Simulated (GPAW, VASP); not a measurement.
Given: the input of a run of GPAW 26.7.0 (ASE script) on TiTe. The cell comes from a database or a generator and needn't be the stable form of this composition.

run.py

```python
from ase.dft.bandgap import bandgap
from ase.io import read, write
from ase.units import GPa
from gpaw import GPAW, PW

atoms = read('POSCAR')

calc = GPAW(mode=PW(600),
            xc='MGGA_X_R2SCAN+MGGA_C_R2SCAN',
            kpts={'size': (8, 8, 8), 'gamma': True},
            occupations={'name': 'fermi-dirac', 'width': 0.05},
            setups={'Ti': ':d,3.0'},
            nbands=19,
            convergence={'density': 1e-05, 'energy': 1e-05},
            maxiter=150,
            txt='gpaw.txt')
atoms.calc = calc
energy = atoms.get_potential_energy()
forces = atoms.get_forces()
stress = atoms.get_stress()
calc.write('gs.gpw')
write('result.traj', atoms)
print(f'Energy: {energy:.6f} eV')
print('Forces (eV/A):')
print(forces.round(4))
print('Stress (GPa):', (stress / GPa).round(3))
print('Fermi level:', round(calc.get_fermi_level(), 4), 'eV')
print(f'Gap: {bandgap(calc)[0]:.4f} eV, direct: {bandgap(calc, direct=True)[0]:.4f} eV')
```

File POSCAR:

```
TiTe
1.0
    0.0000000000      3.0500668100      3.0500668100
    3.0500668100      0.0000000000      3.0500668100
    3.0500668100      3.0500668100      0.0000000000
Ti Te
1 1
Direct
    0.5000000000      0.5000000000      0.5000000000
    0.0000000000      0.0000000000      0.0000000000
```

Potentials or basis: GPAW PAW data sets (gpaw-data 1.2.1), pw.

Command:

```sh
$ OMP_NUM_THREADS=1 python run.py
```

Q: Set up the same calculation for VASP 6.6.1. Potentials or basis there: PBE PAW files Te, Ti_sv, 520 eV.

A: As run (cutoffs and basis follow the program's own potentials, and thresholds, step limits or extra output files can differ):

INCAR

```
ALGO = Normal ; EDIFF = 1E-6
ENCUT = 520 ; ISIF = 2
ISMEAR = -1 ; LASPH = True
LCHARG = True ; LDAU = True
LDAUJ = 0 0 ; LDAUL = 2 -1
LDAUPRINT = 1 ; LDAUTYPE = 2
LDAUU = 3 0 ; LELF = True
LMAXMIX = 4 ; LMIXTAU = True
LREAL = False ; LVHAR = True
LWAVE = False ; METAGGA = R2SCAN
NELM = 100 ; PREC = Accurate
SIGMA = 0.05
```

KPOINTS

```
k-points
0
Gamma
  8 8 8
```

Contents of POSCAR:

```
TiTe
1.0
    0.0000000000      3.0500668100      3.0500668100
    3.0500668100      0.0000000000      3.0500668100
    3.0500668100      3.0500668100      0.0000000000
Ti Te
1 1
Direct
    0.5000000000      0.5000000000      0.5000000000
    0.0000000000      0.0000000000      0.0000000000
```

Potentials or basis: VASP PAW PBE potentials, release 64 (Ti_sv, Te).

Command:

```sh
$ cat potpaw_PBE.64/Ti_sv/POTCAR potpaw_PBE.64/Te/POTCAR > POTCAR
$ mpirun -np 1 vasp_std > vasp.out
```

Both were run:

|  | GPAW | VASP |
| --- | --- | --- |
| Pressure | -10.5 GPa | -9.9 GPa |

GPAW's potentials were made for PBE. VASP's potentials were made for PBE.

The cell lies far from this level's equilibrium.

How U acts hangs on each program's projectors.

Pressure is positive in compression.
